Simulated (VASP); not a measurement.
Crystal: SnSe.

```xyz
2
Lattice="3.1821 0.0000 0.0000 0.0000 3.1821 0.0000 0.0000 0.0000 3.1821" Properties=species:S:1:pos:R:3 pbc="T T T"
Sn    1.5911    1.5911    1.5911
Se    0.0000    0.0000    0.0000
```

Measurements of this composition are mostly on another form, of space group No. 62.

```yaml
Program: VASP 6.6.1
Task: relaxation of cell and atoms
Functional: PBE
Potentials_or_basis: VASP PAW PBE potentials, release 64 (Sn, Se)
Cutoff: 300 eV
k_mesh: 4 × 4 × 4
Occupations: gaussian, width 0.03 eV
Spin: no spin polarisation
```

At the start: pressure 60.4 GPa; volume 16.11 Å³/atom.

Q: Where does the relaxation end?

A: Over 5 steps the energy falls by 1070.6 meV/atom and the volume is 25.32 Å³/atom (+57.2 %); space group Pm-3m (No. 221, to 0.05 Å).

Step by step:
```csv
step,energy change (eV),largest force (eV/Å),pressure (GPa),volume (Å³)
1,0.0000,0.0000,60.43,32.22
2,-1.4406,0.0000,-8.87,69.68
3,-2.1364,0.0000,1.32,49.49
4,-2.1399,0.0000,-0.64,51.22
5,-2.1411,0.0000,0.01,50.64
```

Final structure:
```cif
data_structure
_symmetry_space_group_name_H-M 'P 1'
_symmetry_Int_Tables_number 1
_cell_length_a 3.6996
_cell_length_b 3.6996
_cell_length_c 3.6996
_cell_angle_alpha 90.000
_cell_angle_beta 90.000
_cell_angle_gamma 90.000
_cell_volume 50.64
loop_
_atom_site_label
_atom_site_type_symbol
_atom_site_fract_x
_atom_site_fract_y
_atom_site_fract_z
_atom_site_occupancy
Sn1 Sn 0.50000 0.50000 0.50000 1
Se1 Se 0.00000 0.00000 0.00000 1
```

Caveat: the k mesh is coarse (spacing up to 0.49 Å⁻¹), so the values aren't converged; the volume moved by over 15 % at a fixed basis, so the end points are rough.
